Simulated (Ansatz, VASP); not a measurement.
## ZrH: VASP beside Ansatz

```
Zr H
1.0
     3.19028    0.00000    0.00000
     0.00000    3.19028    0.00000
     0.00000    0.00000    4.99051
Zr H
2 2
Direct
  0.00000 0.50000 0.00000
  0.50000 0.00000 0.50000
  0.00000 0.00000 0.75000
  0.00000 0.00000 0.25000
```

Alike in both runs: functional PBEsol; k mesh 14 × 14 × 8; occupations gaussian, width 0.1 eV; no spin polarisation.

Ansatz relaxed the structure, and its values are those at the end. VASP's run is a single point on that final structure, the one shown.

|  | VASP | Ansatz |
| --- | --- | --- |
| version | VASP 6.6.1 | Ansatz 0.2.0 |
| potentials or method | VASP PAW PBE potentials, release 64 (Zr_sv, H) | scalar-relativistic, plane waves, PAW |
| plane-wave cutoff (eV) | 520 | 420 |
| valence electrons in the cell | 26 | 26 |

|  | VASP | Ansatz | Ansatz less VASP |
| --- | --- | --- | --- |
| gap on the k mesh at the Fermi level (eV) | none | none | - |
| pressure (GPa) | 0.1 | 0.0 | -0.04 |

A gap of «none» marks a metal or a gap that the smearing closes.

Caveats: the PAW data sets were made with another functional, which shifts forces and pressure a little (VASP).
